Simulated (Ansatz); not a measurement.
# La2O3 (P-3m1) in Ansatz: settings compared

The runs below take La2O3 through relaxation of cell and atoms, with PBEsol, r2SCAN.

Everything below comes from runs of Ansatz 0.2.0. Logs are shortened: lines on timing, memory, paths and dates and some standing lists are left out, and cuts for length are marked.

## Step 1: The crystal as given

The structure is trigonal, space group P-3m1 (No. 164). The conventional cell has a = 3.931 Å, b = 3.931 Å, c = 6.112 Å, α = 90.00°, β = 90.00°, γ = 120.00°. La (site symmetry 3m) is surrounded by 4 O at 2.36 to 2.44 Å. Around O (site symmetry -3m) lie 6 La at 2.72 Å. O (site symmetry 3m) is surrounded by 4 La at 2.36 to 2.44 Å.

The cell is a database's computed one.

## Step 2: Relaxation of cell and atoms, PBEsol

Input file input.yaml:

```yaml
crystal:
  lattice:
    - [3.930777878, 0.0, 0.0]
    - [-1.965388939, 3.404153499, 0.0]
    - [0.0, 0.0, 6.11195352]
  atoms:
    - { symbol: La, position: [0.3333333333, 0.6666666667, 0.24623568] }
    - { symbol: La, position: [0.6666666667, 0.3333333333, 0.75376432] }
    - { symbol: O, position: [0.0, 0.0, 0.0] }
    - { symbol: O, position: [0.3333333333, 0.6666666667, 0.64589065] }
    - { symbol: O, position: [0.6666666667, 0.3333333333, 0.35410935] }
hamiltonian:
  xc: pbesol
  pseudopotentials: { kind: paw }
kpoints:
  mp_grid: { grid: [8, 8, 5] }
scf:
  occupations: { method: fermi_dirac, width: 0.05 }
output:
  forces: true
  stress: true
  eigenvalues: true
relax:
  f_tol: 0.01
  max_steps: 40
  cell: { stress_tol: 0.05 }
```

Potentials or basis: Ansatz PAW.

Run with:

```sh
> ansatz run input.yaml --threads 2 --pin off --max-ram 5632MiB --backend cpu --events-out ev --progress --plain --runs-dir out
```

The log of the run:

```text
Warning: RAYON_NUM_THREADS=2 ignored (pool sized by the plan → 2); use --threads N
Engine: ansatz 0.2.0, aarch64-unknown-linux-gnu
Pseudopotentials: kind: paw
Pseudopotential: La, paw, valence charge 11, recommended cutoff 420 eV (normal), La.paw.azcp
Pseudopotential: O, paw, valence charge 6, recommended cutoff 420 eV (normal), O.paw.azcp
Functional definition: PBEsol
  exchange = pbesol_x
  correlation = pbesol_c
Crystal: 5 atoms, lattice volume = 81.784 Å³
Basis set: ecut = 420 eV, 1641 PW (Γ), exchange–correlation on 54×54×90 points (8 copies of the dense FFT grid, shifted against one another)
Bands: 25, of which v1, the nominal top of the filled ones, is band 20 counted from 1 (19 counted from 0)
Symmetry: 12 space group operations
Space group: P-3m1 (ITA 164), of the structure as read, at distance tolerance 4.3e-5 Å
k-points: 40 of 320
Non-local potential: La, projectors of the file, l = 0: 3, l = 1: 2, l = 2: 2, l = 3: 3
Non-local potential: O, projectors of the file, l = 0: 2, l = 1: 2, l = 2: 1
PAW form: soft (Blöchl's): semilocal exchange-correlation on the pseudo side does not see the compensation charge
PAW frozen core: La, regenerated for the run's functional, and the local potential with it (the file was generated under x = pbe(κ = 0.804, μ = 0.2195149727645171), c = pbe(β = 0.06672455060314922))
PAW frozen core: O, regenerated for the run's functional, and the local potential with it (the file was generated under x = pbe(κ = 0.804, μ = 0.2195149727645171), c = pbe(β = 0.06672455060314922))
PAW one-centre angular grid: La, 590 points (default); XC on 64 Gauss nodes
PAW one-centre angular grid: O, 110 points (default); XC on 64 Gauss nodes
Initial density: superposition of atomic densities (neutral atoms: chi_scale 0, normalization atom), corrected by the library's trained network
Initial wavefunctions: pseudopotential atomic-orbital guess
Functional: x = pbesol(κ = 0.804, μ = 0.12345679012345678), c = pbesol(β = 0.046)
SCF iter   1: F=—  HF=-14014.743407 eV  |F-HF|=—  |Δ(HF+E_count)|=         —  Δρ=1.54e-2  dr2=1.76e-1  ethr=1.77e-3  ⟨swp⟩=5.5  Hψ=4701  notcnv=0
preconditioner: auto → Resta (q_TF=auto, 2.422 Å⁻¹)  ε∞=5.0  [insulator: Δε(μ)=3.644 eV  Ē_g=12.340 eV  σ=0.050 eV  W_gap=1.00  n_scr=22 (ndim 8)  ℏωp=24.6 eV  f_vac=0.023  D(μ)=0.00/eV (n_scr^D=0)  ε∞_Penn≈5.0]
SCF iter   2: F=—  HF=-14014.711512 eV  |F-HF|=—  |Δ(HF+E_count)|=   3.19e-2  Δρ=5.88e-3  dr2=2.15e-2  ethr=4.39e-4  ⟨swp⟩=3.5  Hψ=2331  notcnv=0  defer=40
SCF iter   3: F=—  HF=-14014.707206 eV  |F-HF|=—  |Δ(HF+E_count)|=   4.31e-3  Δρ=1.32e-3  dr2=1.25e-3  ethr=5.38e-5  ⟨swp⟩=3.1  Hψ=1710  notcnv=0  defer=40
SCF iter   4: F=—  HF=-14014.707588 eV  |F-HF|=—  |Δ(HF+E_count)|=   3.83e-4  Δρ=1.01e-3  dr2=7.90e-4  ethr=3.13e-6  ⟨swp⟩=2.2  Hψ=1911  notcnv=0  defer=40
SCF iter   5: F=—  HF=-14014.707460 eV  |F-HF|=—  |Δ(HF+E_count)|=   1.28e-4  Δρ=1.59e-4  dr2=2.04e-5  ethr=1.98e-6  ⟨swp⟩=2.0  Hψ=1316  notcnv=0  defer=40
SCF iter   6: F=—  HF=-14014.707483 eV  |F-HF|=—  |Δ(HF+E_count)|=   2.27e-5  Δρ=4.77e-5  dr2=2.04e-6  ethr=5.11e-8  ⟨swp⟩=2.2  Hψ=1694  notcnv=0  defer=39
SCF iter   7: F=—  HF=-14014.707484 eV  |F-HF|=—  |Δ(HF+E_count)|=   9.59e-7  Δρ=1.38e-5  dr2=2.18e-7  ethr=5.09e-9  ⟨swp⟩=2.8  Hψ=1717  notcnv=0  defer=39
SCF iter   8: F=-14014.707484 eV  HF=-14014.707484 eV  |F-HF|=1.31e-8  |Δ(HF+E_count)|=   3.03e-7  Δρ=3.42e-6  dr2=1.65e-8  ethr=2.50e-10  ⟨swp⟩=12.9  Hψ=4946  notcnv=0
SCF 1 converged in 8 iterations: F = -14014.707484 eV  dr2 = 1.65e-8
relax step   1: F+E_penalty+E_count = -14014.70748410 eV  Δ(F+E_penalty+E_count) = +0.000e0 eV  max|allowed force component| = 9.318e-2 eV/Å  Δτ_max = 0.0000 Å  P = -3.015 GPa  Ω = 81.784 Å³  (8 SCF iters, dr2 threshold 1.00e-7 eV, accepted)
Crystal: 5 atoms, lattice volume = 76.664 Å³
Basis set: ecut = 420 eV, 1495 PW (Γ), exchange–correlation on 54×54×90 points (8 copies of the dense FFT grid, shifted against one another)
Initial density: handed on by an earlier stage of this run
Initial wavefunctions: those handed on with the density
iter 1 solved again at ethr=1.34e-4 eV; its pass at ethr=3.10e-3 eV (dr2=5.36e-2 eV) is discarded
SCF iter   1: F=—  HF=-14014.694454 eV  |F-HF|=—  |Δ(HF+E_count)|=         —  Δρ=5.57e-3  dr2=5.45e-2  ethr=1.34e-4  ⟨swp⟩=1.4  Hψ=8076  notcnv=0
preconditioner: auto → Resta (q_TF=auto, 2.448 Å⁻¹)  ε∞=5.1  [insulator: Δε(μ)=3.768 eV  Ē_g=12.625 eV  σ=0.050 eV  W_gap=1.00  n_scr=22 (ndim 8)  ℏωp=25.4 eV  f_vac=0.012  D(μ)=0.00/eV (n_scr^D=0)  ε∞_Penn≈5.1]
SCF iter   2: F=—  HF=-14014.683867 eV  |F-HF|=—  |Δ(HF+E_count)|=   1.06e-2  Δρ=2.90e-3  dr2=1.12e-2  ethr=1.34e-4  ⟨swp⟩=4.3  Hψ=1917  notcnv=0  defer=1
SCF iter   3: F=—  HF=-14014.681607 eV  |F-HF|=—  |Δ(HF+E_count)|=   2.26e-3  Δρ=2.00e-3  dr2=4.32e-3  ethr=2.79e-5  ⟨swp⟩=2.3  Hψ=1842  notcnv=0  defer=1
SCF iter   4: F=—  HF=-14014.680847 eV  |F-HF|=—  |Δ(HF+E_count)|=   7.60e-4  Δρ=4.98e-4  dr2=2.51e-4  ethr=1.08e-5  ⟨swp⟩=2.6  Hψ=1729  notcnv=0  defer=1
SCF iter   5: F=—  HF=-14014.680910 eV  |F-HF|=—  |Δ(HF+E_count)|=   6.31e-5  Δρ=2.06e-4  dr2=3.59e-5  ethr=6.28e-7  ⟨swp⟩=2.7  Hψ=1909  notcnv=0  defer=1
[... 60 lines left out ...]
SCF iter   5: F=-14014.725852 eV  HF=-14014.725852 eV  |F-HF|=1.06e-8  |Δ(HF+E_count)|=   1.62e-8  Δρ=4.90e-6  dr2=1.94e-8  ethr=1.28e-10  ⟨swp⟩=5.1  Hψ=4051  notcnv=0
SCF 7 converged in 5 iterations: F = -14014.725852 eV  dr2 = 1.94e-8
relax step   7: F+E_penalty+E_count = -14014.72585165 eV  Δ(F+E_penalty+E_count) = -2.641e-4 eV  max|allowed force component| = 1.456e-3 eV/Å  Δτ_max = 0.0004 Å  P = +0.001 GPa  Ω = 79.817 Å³  energy of the carried Pulay correction = +2.299e-4 eV  (5 SCF iters, dr2 threshold 5.13e-8 eV, accepted)
iter 1 solved again at ethr=1.20e-8 eV; its pass at ethr=3.10e-3 eV (dr2=4.81e-6 eV) is discarded
SCF iter   1: F=—  HF=-14014.725594 eV  |F-HF|=—  |Δ(HF+E_count)|=         —  Δρ=8.00e-6  dr2=1.76e-8  ethr=1.20e-8  ⟨swp⟩=5.4  Hψ=8137  notcnv=0
SCF iter   2: F=—  HF=-14014.725605 eV  |F-HF|=—  |Δ(HF+E_count)|=   1.15e-5  Δρ=4.38e-6  dr2=4.03e-9  ethr=4.41e-11  ⟨swp⟩=2.2  Hψ=1822  notcnv=0
SCF iter   3: F=—  HF=-14014.725605 eV  |F-HF|=—  |Δ(HF+E_count)|=   3.97e-9  Δρ=1.87e-6  dr2=2.17e-9  ethr=1.01e-11  ⟨swp⟩=2.0  Hψ=1597  notcnv=0
SCF iter   4: F=—  HF=-14014.725605 eV  |F-HF|=—  |Δ(HF+E_count)|=   1.03e-9  Δρ=4.00e-7  dr2=2.00e-10  ethr=5.42e-12  ⟨swp⟩=2.0  Hψ=1360  notcnv=0
SCF iter   5: F=—  HF=-14014.725605 eV  |F-HF|=—  |Δ(HF+E_count)|=  1.96e-10  Δρ=2.43e-7  dr2=5.82e-11  ethr=1.00e-12  ⟨swp⟩=8.9  Hψ=4307  notcnv=0
SCF iter   6: F=—  HF=-14014.725605 eV  |F-HF|=—  |Δ(HF+E_count)|=  3.27e-11  Δρ=2.75e-7  dr2=5.14e-11  ethr=1.00e-12  ⟨swp⟩=5.0  Hψ=3545  notcnv=0
SCF iter   7: F=-14014.725605 eV  HF=-14014.725605 eV  |F-HF|=0.00e0  |Δ(HF+E_count)|=  1.82e-11  Δρ=4.54e-8  dr2=5.06e-13  ethr=1.00e-12  ⟨swp⟩=4.8  Hψ=3163  notcnv=0
SCF 8 converged in 7 iterations: F = -14014.725605 eV  dr2 = 5.06e-13
relax step   8: F+E_penalty+E_count = -14014.72560541 eV  Δ(F+E_penalty+E_count) = +2.462e-4 eV  max|allowed force component| = 1.465e-3 eV/Å  Δτ_max = 0.0000 Å  P = -0.001 GPa  Ω = 79.817 Å³  stress off target by 1.44e-2 GPa  SCF on the basis re-selected at this cell (its energy is not comparable with the rows above)  (7 SCF iters)
basis re-selected at this cell: Δ(F+E_penalty+E_count) = +2.462e-4 eV, ΔP = -0.003 GPa vs the last step (what re-selecting the basis moved, of the pressure what is left beyond the Pulay correction that the steps carried, after the strain that the cell walked since its last selection, with what the two solves' SCF thresholds leave and, on support functions, any second-order correction that the steps lacked; it is no measure of the basis error at this ecutwfc). This SCF's stress stands 1.44e-2 GPa from its target on what of the cell is left free (relax.cell.stress_tol is 5.00e-2 GPa) and its largest allowed force component is 1.47e-3 eV/Å (relax.f_tol is 1.00e-2 eV/Å): within both
SCF converged after 7 iterations
Free energy (F): -14014.725605 eV
Harris-Foulkes:  -14014.725605 eV  (|F-HF|=0.00e0)
Internal energy: -14014.725605 eV  (E = F + TS)
E sigma→0 (E₀):  -14014.725605 eV
Fermi energy:    11.802065 eV
--- Per-component energies (eV) ---
  E_band       = 1.823881
  E_kinetic    = 912.153310
  E_local      = -1500.753328  (includes V_loc(G=0)·N_el)
  E_nonlocal   = 340.815640
  E_hartree    = 533.716239
  E_xc         = -498.666193
  E_vxc        = -579.408201  (∫ρ·V_xc dr)
  E_paw        = -11115.466928  (= ΣΔE_a)
  E_vpaw       = -238.423270  (= ΣTr[D̂ρ^β])
  E_aug_tail   = 0.007244  (compensation charges beyond the density's cutoff)
  E_ewald      = -2686.976472
  E_core_change = 0.444883  (= ΣΔE_core)
  E_smearing   = -0.000000  (= −TS)
  E_closure    = 0.000000  (closes the sum)
  Σ components = -14014.725605   (vs F -14014.725605, Δ=0.00e0)
--- Forces (eV/Å), atoms counted from 1 ---
  atom   1  La    -0.00000000    -0.00000000    -0.00146510
  atom   2  La     0.00000000     0.00000000     0.00146510
  atom   3  O      0.00000000    -0.00000000     0.00000000
  atom   4  O      0.00000000     0.00000000     0.00056553
  atom   5  O      0.00000000    -0.00000000    -0.00056553
  max |Σ_I F_I| component: 3.73e-17 eV/Å
--- Stress (GPa, compression-positive) ---
        0.005167       0.000000      -0.000000
        0.000000       0.005167      -0.000000
       -0.000000      -0.000000      -0.014363
  P = ⅓ Tr σ = -0.0013 GPa (-0.013 kbar)
--- Band table (eV; the first three rows and the last of 40) ---
  k-point 0: bands = ["-19.8137", "-19.5312", "-7.0911", "-5.7708", "-5.3302", "-3.2635", "-3.2635", "-2.9978", "-2.9978", "-2.8733", "-2.1353", "7.3768", "7.3768", "7.6137", "7.6137", "7.7539", "8.1236", "9.4530", "9.4530", "9.7306", "14.1443", "14.4320", "14.4320", "15.0994", "15.3162"]
  k-point 1: bands = ["-19.7880", "-19.5590", "-7.0238", "-5.7703", "-5.4472", "-3.2411", "-3.2411", "-3.0210", "-3.0210", "-2.8039", "-2.1304", "7.2082", "7.2082", "7.4471", "7.7707", "7.7707", "8.4363", "9.4881", "9.4881", "9.5124", "14.2542", "14.4900", "14.4900", "15.1685", "15.2338"]
  k-point 2: bands = ["-19.7208", "-19.6298", "-6.8917", "-5.8172", "-5.6021", "-3.1876", "-3.1876", "-3.0759", "-3.0759", "-2.7035", "-2.1211", "7.0582", "7.0582", "7.2077", "7.8963", "7.8963", "8.7399", "9.1197", "9.5532", "9.5532", "14.4931", "14.5790", "14.5790", "14.9645", "15.3264"]
  k-point 39: bands = ["-19.5153", "-19.5023", "-7.5106", "-7.4143", "-5.8332", "-3.8371", "-3.3656", "-3.2733", "-2.8540", "-1.7434", "-1.5633", "7.3051", "7.7204", "8.1282", "8.3554", "8.5990", "9.2168", "9.3506", "9.6929", "9.7309", "14.0843", "14.6163", "14.8889", "14.9276", "15.1768"]
--- Relaxed structure (6 steps of the walk, 5 accepted, 2 SCFs on fresh bases) ---
  F+E_penalty+E_count = -14014.72560541 eV   max|allowed force component| = 1.465e-3 eV/Å   (the final SCF, on the basis selected at the relaxed cell)
  cell:  # Å, volume = 79.8173 Å³
    - [3.905864371487735, -1.4025203211703453e-33, -9.017439385195491e-18]
    - [-1.9529321857438675, 3.382577769444919, 4.5087196925977456e-18]
    - [-1.4021186671486015e-17, 3.241500522941808e-33, 6.041319695824788]
  atoms:
    - { symbol: La, position: [0.3333333333333333, 0.6666666666666666, 0.24539694576668988] }
    - { symbol: La, position: [0.6666666666666666, 0.3333333333333333, 0.7546030542333103] }
    - { symbol: O, position: [-8.215430890946284e-35, 2.0243558594826167e-35, -7.095617916187979e-21] }
    - { symbol: O, position: [0.3333333333333333, 0.6666666666666666, 0.6459721088806805] }
    - { symbol: O, position: [0.6666666666666666, 0.3333333333333333, 0.35402789111931965] }
```

Run time: 29 s. Hardware: 2 threads of Arm Neoverse V1, shared host; peak memory 0.41 GiB.

Results:

| Property | Result |
| --- | --- |
| Free energy | -14014.7256 eV |
| Relaxed volume | 15.96 Å³/atom |
| Relaxed cell | a = 3.906 Å, b = 3.906 Å, c = 6.041 Å, α = 90.00°, β = 90.00°, γ = 120.00° |
| Space group after relaxing (to 0.05 Å) | P-3m1 (No. 164) |
| Energy gained by relaxing | 3.6 meV/atom |
| Ionic steps | 7 |
| Pressure after relaxing | 0.0 GPa |
| Band gap on the k mesh | 3.82 eV, indirect (least direct gap 3.96 eV) |

Step by step:
| step | energy change (eV) | largest force (eV/Å) | volume (Å³) |
| --- | --- | --- | --- |
| 1 | 0.0000 | 0.0932 | 81.78 |
| 2 | -0.0225 | 0.0240 | 80.01 |
| 3 | -0.0229 | 0.0123 | 79.90 |
| 4 | -0.0230 | 0.0008 | 79.89 |
| 5 | -0.0181 | 0.0009 | 79.89 |
| 6 | -0.0184 | 0.0015 | 79.82 |
| 7 | -0.0181 | 0.0015 | 79.82 |

Final structure:
```xyz
5
Lattice="3.9059 0.0000 0.0000 -1.9529 3.3826 0.0000 0.0000 0.0000 6.0413" Properties=species:S:1:pos:R:3 pbc="T T T"
La    0.0000    2.2551    1.4825
La    1.9529    1.1275    4.5588
O     0.0000    0.0000    0.0000
O     0.0000    2.2551    3.9025
O     1.9529    1.1275    2.1388
```

Levels at points of the mesh, in eV from the valence-band top:
```csv
k point,band 17,band 18,band 19,band 20,band 21,band 22,band 23,band 24
"(0.00, 0.00, 0.00)",-1.74,-0.41,-0.41,-0.13,4.28,4.57,4.57,5.24
"(0.00, -0.50, 0.00)",-0.73,-0.64,-0.39,-0.29,3.82,4.73,5.24,5.26
```

Caveat: odd divisions of the mesh miss points on the zone boundary, where band edges often lie, so the gap on the mesh can be too wide; the plane-wave basis is chosen anew once the cell has moved, so the energies of steps on either side of that aren't comparable; the pressure holds a Pulay correction of +0.5 GPa for the finite cutoff; spin-orbit coupling is left out, which moves the levels of the heavy elements; the PAW data sets come from PBE, with cores solved anew for the run's functional, which leaves a small shift of forces and pressure.

(Continued in part 2 of 2.)
